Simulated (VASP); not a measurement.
Method: PBEsol GGA, VASP's PBE PAW potentials (set 64) (plane waves; VASP).

VASP input:

KPOINTS:
```
Automatic
0
G
 7 7 7
```

### INCAR
```
LMAXMIX  =  4   # l cut-off of mixed one-centre charges
SYSTEM  =  SrF2
ALGO  =  Normal   # blocked Davidson
ENCUT  =  520
ISMEAR  =  0   # Gaussian
LREAL  =  .FALSE.   # projection in real space or not
NELM  =  100   # most electronic steps
GGA  =  PS
LASPH  =  .TRUE.   # aspherical one-centre terms
PREC  =  Accurate
ISIF  =  2
EDIFF  =  1E-7   # SCF stop (eV)
LCHARG  =  .FALSE.
SIGMA  =  0.05
LWAVE  =  .FALSE.
```

File POSCAR:
```
SrF2
1
    0.0000000000     2.8241958868     2.8241958868
    2.8241958868     0.0000000000     2.8241958868
    2.8241958868     2.8241958868     0.0000000000
Sr F
1 2
Direct
  0.0000000000   0.0000000000   0.0000000000
  0.2500000000   0.2500000000   0.2500000000
  0.7500000000   0.7500000000   0.7500000000
```

POTCAR, in this order: Sr_sv F (PBE.64 set). Program: vasp_std.

The resulting files:

OUTCAR:
```
 ion  position               nearest neighbor table
   1  0.000  0.000  0.000-   3 2.45   3 2.45   3 2.45   2 2.45   3 2.45   2 2.45   2 2.45   2 2.45
  LATTYP: Found a face centered cubic cell.
 ALAT       =     5.6483917736
 Subroutine PRICEL returns:
 Original cell was already a primitive cell.
 Subroutine GETGRP returns: Found 48 space group operations
The static configuration has the point symmetry O_h .
The dynamic configuration has the point symmetry O_h .
 Subroutine INISYM returns: Found 48 space group operations
 Subroutine IBZKPT returns following result:
 Found     20 irreducible k-points:

 Following reciprocal coordinates:
            Coordinates               Weight
  0.000000  0.000000  0.000000      1.000000
  0.142857  0.000000  0.000000      8.000000
  0.285714  0.000000  0.000000      8.000000
  0.428571  0.000000  0.000000      8.000000
  0.142857  0.142857  0.000000      6.000000
  0.285714  0.142857  0.000000     24.000000
  0.428571  0.142857  0.000000     24.000000
 -0.428571  0.142857  0.000000     24.000000
 -0.285714  0.142857  0.000000     24.000000
 -0.142857  0.142857  0.000000     12.000000
  0.285714  0.285714  0.000000      6.000000
  0.428571  0.285714  0.000000     24.000000
 -0.428571  0.285714  0.000000     24.000000
 -0.285714  0.285714  0.000000     12.000000
  0.428571  0.428571  0.000000      6.000000
 -0.428571  0.428571  0.000000     12.000000
  0.428571  0.285714  0.142857     24.000000
 -0.428571  0.285714  0.142857     48.000000
 -0.428571  0.428571  0.142857     24.000000
 -0.285714  0.428571  0.142857     24.000000
   k-points           NKPTS =     20   k-points in BZ     NKDIM =     20   number of bands    NBANDS=     16
   number of dos      NEDOS =    301   number of ions     NIONS =      3
   total plane-waves  NPLWV =  27000
   dimension x,y,z NGX =    30 NGY =   30 NGZ =   30
   dimension x,y,z NGXF=    60 NGYF=   60 NGZF=   60
   ions per type =               1   2
   PREC   = accura    normal or accurate (medium, high low for compatibility)
   ISTART =      0    job   : 0-new  1-cont  2-samecut
   ICHARG =      2    charge: 1-file 2-atom 10-const
   ISPIN  =      1    spin polarized calculation?
   LNONCOLLINEAR =      F non collinear calculations
   LSORBIT =      F    spin-orbit coupling
   INIWAV =      1    electr: 0-lowe 1-rand  2-diag
   ENCUT  =  520.0 eV  38.22 Ry    6.18 a.u.   7.43  7.43  7.43*2*pi/ulx,y,z
   NELM   =    100;   NELMIN=  2; NELMDL= -5     # of ELM steps
   EDIFF  = 0.1E-06   stopping-criterion for ELM
   LREAL  =      F    real-space projection
   NLSPLINE    = F    spline interpolate recip. space projectors
   LMAXMIX     =    4 max onsite mixed and CHGCAR
   VOSKOWN=      0    Vosko Wilk Nusair interpolation
   EDIFFG = 0.1E-05   stopping-criterion for IOM
   NSW    =      0    number of steps for IOM
   NBLOCK =      1;   KBLOCK =      1    inner block; outer block
   IBRION =     -1    ionic relax: 0-MD 1-quasi-New 2-CG
   NFREE  =      0    steps in history (QN), initial steepest desc. (CG)
   ISIF   =      2    stress and relaxation
   ISYM   =      2    0-nonsym 1-usesym 2-fastsym
   TEIN   =    0.0    initial temperature
   TEBEG  =    0.0;   TEEND  =   0.0 temperature during run
   SMASS  =  -3.00    Nose mass-parameter (am)
   PSTRESS=    0.0 pullay stress
   NELECT =      24.0000    total number of electrons
   EFERMI =   0.00;   METHOD = LEGACY
   ISMEAR =     0;   SIGMA  =   0.05  broadening in eV -4-tet -1-fermi 0-gaus
   IALGO  =     38    algorithm
   LDIAG  =      T    sub-space diagonalisation (order eigenvalues)
   IMIX   =      4    mixing-type and parameters
     AMIX     =   0.40;   BMIX     =  1.00
     AMIX_MAG =   1.60;   BMIX_MAG =  1.00
     AMIN     =   0.10
...
```

OSZICAR:
```
       N       E                     dE             d eps       ncg     rms          rms(c)
DAV:   1     0.140220154035E+03    0.14022E+03   -0.14469E+04   640   0.150E+03
DAV:   2    -0.135339364473E+02   -0.15375E+03   -0.14920E+03   792   0.313E+02
DAV:   3    -0.187232830537E+02   -0.51893E+01   -0.51825E+01   984   0.591E+01
DAV:   4    -0.188415890293E+02   -0.11831E+00   -0.11830E+00   824   0.685E+00
DAV:   5    -0.188430072671E+02   -0.14182E-02   -0.14182E-02   968   0.666E-01    0.196E+01
DAV:   6    -0.175473161000E+02    0.12957E+01   -0.65281E+00   656   0.186E+01    0.164E+01
DAV:   7    -0.175290882884E+02    0.18228E-01   -0.18127E-01   848   0.392E+00    0.800E+00
DAV:   8    -0.175379010726E+02   -0.88128E-02   -0.28361E-02   832   0.212E+00    0.661E-01
DAV:   9    -0.175445406294E+02   -0.66396E-02   -0.96008E-03   760   0.709E-01    0.519E-01
DAV:  10    -0.175452712202E+02   -0.73059E-03   -0.10600E-03   720   0.256E-01    0.135E-01
DAV:  11    -0.175454680417E+02   -0.19682E-03   -0.27309E-04   712   0.114E-01    0.368E-02
DAV:  12    -0.175454773650E+02   -0.93233E-05   -0.13130E-05   824   0.264E-02    0.197E-02
DAV:  13    -0.175454803636E+02   -0.29986E-05   -0.59306E-06   664   0.157E-02    0.707E-03
DAV:  14    -0.175454803434E+02    0.20201E-07   -0.24140E-07   768   0.425E-03
   1 F= -.17545480E+02 E0= -.17545480E+02  d E =-.210681E-17
```

OUTCAR:
```
------------------------ aborting loop because EDIFF is reached ----------------------------------------
  FORCE on cell =-STRESS in cart. coord.  units (eV):
  Direction    XX          YY          ZZ          XY          YZ          ZX
  --------------------------------------------------------------------------------------
  Total        1.5039061      1.5039061      1.5039061     -0.0000000      0.0000000      0.0000000
  in kB       53.4831340     53.4831340     53.4831340     -0.0000000      0.0000000      0.0000000
  external PRESSURE =      53.4831340 kB  Pullay stress =       0.0000000 kB
  volume of cell :       45.05
      direct lattice vectors                 reciprocal lattice vectors
     0.000000000  2.824195887  2.824195887    -0.177041544  0.177041544  0.177041544
     2.824195887  0.000000000  2.824195887     0.177041544 -0.177041544  0.177041544
     2.824195887  2.824195887  0.000000000     0.177041544  0.177041544 -0.177041544
 POSITION                                       TOTAL-FORCE (eV/Angst)
 -----------------------------------------------------------------------------------
      0.00000      0.00000      0.00000         0.000000      0.000000      0.000000
      1.41210      1.41210      1.41210         0.000000      0.000000      0.000000
      4.23629      4.23629      4.23629        -0.000000     -0.000000     -0.000000
 -----------------------------------------------------------------------------------
    total drift:                                0.000000     -0.000000      0.000000
  FREE ENERGIE OF THE ION-ELECTRON SYSTEM (eV)
  ---------------------------------------------------
  free  energy   TOTEN  =       -17.5454803434 eV

  energy  without entropy=      -17.5454803434  energy(sigma->0) =      -17.54548034
```
(Selected blocks of OUTCAR.)

The compound is SrF2 in the fluorite structure. This cell is one point of a volume scan, at 0.94 of the reference volume.
